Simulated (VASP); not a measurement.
# ScAl (Pm-3m) in VASP: single point with PBEsol

Aim: the single point of ScAl with PBEsol.

Program: VASP 6.6.1. These are calculated values, not measurements. Logs are shortened: lines on timing, memory, paths and dates and some standing lists are left out, and cuts for length are marked.

**1. The crystal as given**

Symmetry: Pm-3m, No. 221, cubic system. Conventional cell: a = 3.370 Å, b = 3.370 Å, c = 3.370 Å, α = 90.00°, β = 90.00°, γ = 90.00°. Around Sc (site symmetry m-3m) lie 8 Al at 2.92 Å. Al (site symmetry m-3m) has 8 Sc at 2.92 Å as nearest neighbours.

The cell comes from a database or a generator and needn't be the stable form of this composition.

**2. Single point, PBEsol**

The input, INCAR:

```
SYSTEM = ScAl
  PREC = Accurate
  ENCUT = 520
  EDIFF = 1E-6
  ISMEAR = 0
  SIGMA = 0.1
  LREAL = .False.
  LASPH = .True.
  NELM = 100
  ALGO = Fast
  ISIF = 2
  LWAVE = .False.
  LCHARG = .False.
  GGA = PS
  NBANDS = 14
```

The input, KPOINTS:

```
Automatic mesh
0
Gamma
  6 6 6
  0 0 0
```

The input, POSCAR:

```
ScAl
1.0
    3.3703489700      0.0000000000      0.0000000000
    0.0000000000      3.3703489700      0.0000000000
    0.0000000000      0.0000000000      3.3703489700
Sc Al
1 1
Direct
    0.5000000000      0.5000000000      0.5000000000
    0.0000000000      0.0000000000      0.0000000000
```

Potentials or basis: VASP PAW PBE potentials, release 64 (Sc_sv, Al).

Started as:

```
cat potpaw_PBE.64/Sc_sv/POTCAR potpaw_PBE.64/Al/POTCAR > POTCAR
mpirun -np 1 vasp_std > vasp.out
```

OUTCAR:

```text
SYSTEM = ScAl
   PREC = Accurate
   ENCUT = 520
   EDIFF = 1E-6
   ISMEAR = 0
   LREAL = .False.
   LASPH = .True.
   NELM = 100
   ISIF = 2
   GGA = PS

 ion  position               nearest neighbor table
   1  0.500  0.500  0.500-   2 2.92   2 2.92   2 2.92   2 2.92   2 2.92   2 2.92   2 2.92   2 2.92

   2  0.000  0.000  0.000-   1 2.92   1 2.92   1 2.92   1 2.92   1 2.92   1 2.92   1 2.92   1 2.92

  LATTYP: Found a simple cubic cell.
 ALAT       =     3.3703489700

  Lattice vectors:

 A1 = (   3.3703489700,   0.0000000000,   0.0000000000)
 A2 = (   0.0000000000,   3.3703489700,   0.0000000000)
 A3 = (   0.0000000000,   0.0000000000,   3.3703489700)

Analysis of symmetry for initial positions (statically):
=====================================================================
 Subroutine PRICEL returns:
 Original cell was already a primitive cell.

 Routine SETGRP: Setting up the symmetry group for a
 simple cubic supercell.

 Subroutine GETGRP returns: Found 48 space group operations
 (whereof 48 operations were pure point group operations)
 out of a pool of 48 trial point group operations.

The static configuration has the point symmetry O_h .

Analysis of symmetry for dynamics (positions and initial velocities):
=====================================================================
 Subroutine PRICEL returns:
 Original cell was already a primitive cell.

 Routine SETGRP: Setting up the symmetry group for a
 simple cubic supercell.

 Subroutine GETGRP returns: Found 48 space group operations
 (whereof 48 operations were pure point group operations)
 out of a pool of 48 trial point group operations.

The dynamic configuration has the point symmetry O_h .

 Subroutine INISYM returns: Found 48 space group operations
 (whereof 48 operations are pure point group operations),
 and found     1 'primitive' translations

----------------------------------------------------------------------------------------

                                     Primitive cell

  volume of cell :      38.2846

  direct lattice vectors                    reciprocal lattice vectors
     3.370348970  0.000000000  0.000000000     0.296705181  0.000000000  0.000000000
     0.000000000  3.370348970  0.000000000     0.000000000  0.296705181  0.000000000
     0.000000000  0.000000000  3.370348970     0.000000000  0.000000000  0.296705181

  length of vectors
     3.370348970  3.370348970  3.370348970     0.296705181  0.296705181  0.296705181

  position of ions in fractional coordinates (direct lattice)
     0.500000000  0.500000000  0.500000000
     0.000000000  0.000000000  0.000000000

[... 86 lines left out ...]
   ISMEAR =     0;   SIGMA  =   0.10  broadening in eV -4-tet -1-fermi 0-gaus
   EFERMI_NEDOS =   21; number of points for ismear=-14 and -15
   IALGO  =     68    algorithm
   IMIX   =      4    mixing-type and parameters
     AMIX     =   0.40;   BMIX     =  1.00
     AMIX_MAG =   1.60;   BMIX_MAG =  1.00
  volume/ion in A,a.u.               =      19.14       129.18
  Fermi-wavevector in a.u.,A,eV,Ry     =   1.170692  2.212287 18.647052  1.370520
  Thomas-Fermi vector in A             =   2.307147
   LORBIT       =      0    0 simple, 1 ext, 2 COOP (PROOUT), +10 PAW based schemes
   GGA     = PS    functional components
   LHFCALC =     F    Hartree Fock is set to
   AEXX    =    0.0000 exact exchange contribution
   IVDW    =     0    specifies the selected vdW correction
   LEPSILON=     F    determine dielectric tensor
   LRPA    =     F    only Hartree local field effects (RPA)
 non-spin polarized calculation
 RMM-DIIS sequential band-by-band and
 Gauss-broadening in eV      SIGMA  =   0.10
  energy-cutoff  :      520.00
  volume of cell :       38.28
 maximum number of plane-waves:      1064
 NGX is ok and might be reduce to    28
   NGX = 13   NGY = 13   NGZ = 13

 number of electron      14.0000002 magnetization

 Free energy of the ion-electron system (eV)
  ---------------------------------------------------
  ext. energy  EPLUGINS =         0.00000000
  ---------------------------------------------------
  free energy    TOTEN  =       -11.61749589 eV

  energy without entropy =      -11.61119169  energy(sigma->0) =      -11.61434379

 E-fermi :   5.9997     XC(G=0): -10.4067

 val. band max:        5.9527547625   @ k =   0.3333   0.0000   0.0000
 cond. band min:       6.0259319450   @ k =   0.5000   0.1667   0.0000
 fundamental gap:      0.0731771825
 Fermi energy:         5.9996986157

 k-point     1 :       0.0000    0.0000    0.0000
  band No.  band energies     occupation
      1     -43.2514      2.00000
      2     -21.9274      2.00000
      3     -21.9274      2.00000
      4     -21.9274      2.00000
      5      -2.4886      2.00000
      6       5.2979      2.00000
      7       5.2979      2.00000
      8       8.6826      0.00000
      9       8.6826      0.00000
     10       8.6826      0.00000
     11       9.7072      0.00000
     12       9.7072      0.00000
     13       9.7072      0.00000
     14      14.5921      0.00000
[... 309 lines left out ...]
      1     -43.2076      2.00000
      2     -22.0589      2.00000
      3     -22.0589      2.00000
      4     -22.0589      2.00000
      5       3.4254      2.00000
      6       3.4254      2.00000
      7       3.4254      2.00000
      8       5.5270      2.00000
      9       8.8644      0.00000
     10       8.8644      0.00000
     11       8.8644      0.00000
     12       9.7394      0.00000
     13       9.7394      0.00000
     14      12.7153      0.00000

------------------------ aborting loop because EDIFF is reached ----------------------------------------

  FORCE on cell =-STRESS in cart. coord.  units (eV):
  Direction    XX          YY          ZZ          XY          YZ          ZX
  --------------------------------------------------------------------------------------
  -------------------------------------------------------------------------------------
  Total       -0.3823573     -0.3823573     -0.3823573     -0.0000000     -0.0000000     -0.0000000
  in kB      -16.0013022    -16.0013022    -16.0013022     -0.0000000     -0.0000000     -0.0000000
  external PRESSURE =     -16.0013022 kB  Pullay stress =       0.0000000 kB

 VOLUME and BASIS-vectors are now :
 -----------------------------------------------------------------------------
  energy-cutoff  :      520.00
  volume of cell :       38.28
      direct lattice vectors                 reciprocal lattice vectors
     3.370348970  0.000000000  0.000000000     0.296705181  0.000000000  0.000000000
     0.000000000  3.370348970  0.000000000     0.000000000  0.296705181  0.000000000
     0.000000000  0.000000000  3.370348970     0.000000000  0.000000000  0.296705181

 POSITION                                       TOTAL-FORCE (eV/Angst)
 -----------------------------------------------------------------------------------
      1.68517      1.68517      1.68517         0.000000      0.000000      0.000000
      0.00000      0.00000      0.00000         0.000000      0.000000      0.000000
 -----------------------------------------------------------------------------------
    total drift:                                0.000000      0.000000      0.000000

  FREE ENERGIE OF THE ION-ELECTRON SYSTEM (eV)
  ---------------------------------------------------
  free  energy   TOTEN  =       -11.6174958909 eV

  energy  without entropy=      -11.6111916903  energy(sigma->0) =      -11.61434379
```

It took 16 s on 1 thread of Intel Xeon Platinum 8259CL at 2.50GHz (Skylake/Cascade Lake), shared host; peak memory 0.15 GiB.

What came out:

- Free energy: -11.6175 eV
- Pressure: -1.6 GPa
- Band gap on the k mesh: none (metal or under the smearing width)

Levels at points of the mesh, in eV from the Fermi level:
```tsv
k point	band 4	band 5	band 6	band 7	band 8	band 9	band 10	band 11
(0.00, 0.00, 0.00)	-27.93	-8.49	-0.70	-0.70	2.68	2.68	2.68	3.71
(0.50, 0.00, 0.00)	-27.91	-5.69	-4.59	0.24	0.75	0.75	2.91	3.79
(0.50, 0.50, 0.00)	-27.89	-4.73	-1.88	-1.88	-0.88	1.50	1.50	3.67
(0.50, 0.50, 0.50)	-28.06	-2.57	-2.57	-2.57	-0.47	2.86	2.86	2.86
```

Caveat: the PAW data sets were made with another functional, which shifts forces and pressure a little.
